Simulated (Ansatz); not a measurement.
Write the native input for Ansatz 0.2.0 that does the following.

```yaml
Task: single point
Functional: PBE
Potentials_or_basis: Ansatz PAW
Cutoff: "420 eV (not typed: the program's choice for these potentials)"
k_mesh: 12 × 12 × 1
Occupations: fermi-dirac, width 0.05 eV
Spin: collinear spin, ferromagnetic start
Starting_moments: "[2.0, 2.0, 2.0, 2.0, 2.0] μB"
Boundary_along_the_surface_normal: dipole_correction
Miller: "[0, 0, 1]"
Bulk_formula: Co
```

Co, a slab with vacuum:

```
CELL_PARAMETERS angstrom
2.48736 0.00000 0.00000
-1.24368 2.15412 0.00000
0.00000 0.00000 23.12658
ATOMIC_POSITIONS crystal
Co 0.66667 0.33333 0.32430
Co 0.33333 0.66667 0.40869
Co 0.66667 0.33333 0.50000
Co 0.33333 0.66667 0.58438
Co 0.66667 0.33333 0.67570
```

The cell isn't the ideal one: the (0 0 1) slab of Co, cut from the database cell, not relaxed.

One way to write it, as run:

input.yaml

```yaml
crystal:
  lattice:
    - [2.4873648738, 0.0, 0.0]
    - [-1.2436824369, 2.1541211692, 0.0]
    - [0.0, 0.0, 23.1265790068]
  atoms:
    - { symbol: Co, position: [0.66666667, 0.33333334, 0.3243021805], spin: 2.0 }
    - { symbol: Co, position: [0.33333333, 0.66666666, 0.4086859779], spin: 2.0 }
    - { symbol: Co, position: [0.66666667, 0.33333334, 0.5], spin: 2.0 }
    - { symbol: Co, position: [0.33333333, 0.66666666, 0.5843837973], spin: 2.0 }
    - { symbol: Co, position: [0.66666667, 0.33333334, 0.6756978195], spin: 2.0 }
hamiltonian:
  xc: pbe
  pseudopotentials: { kind: paw }
magnetization:
  spin_polarized: true
kpoints:
  mp_grid: { grid: [12, 12, 1] }
scf:
  occupations: { method: fermi_dirac, width: 0.05 }
output:
  forces: true
  eigenvalues: true
efield:
  axis: 3
  dipole_correction: true
  ramp_width: 0.04
```

Potentials or basis: Ansatz PAW.

Launch:

```console
$ ansatz run input.yaml --threads 4 --pin off --max-ram 11264MiB --backend cpu --events-out ev --progress --plain --runs-dir out
```

It gave:

```
Largest force                   : 0.870 eV/Å
Band gap on the k mesh          : none (metal or under the smearing width)
Net moment                      : 8.58 μB per cell
Absolute moment                 : 9.34 μB per cell
Site moments                    : Co +1.80, +1.77, +1.73, +1.84 μB
Work function of the upper face : 5.02 eV
Work function of the lower face : 4.94 eV
Dipole across the slab          : -0.002 e·Å
```

Run time: 12 s on 4 threads of Arm Neoverse V2, with other jobs on the host, peak memory 0.54 GiB.
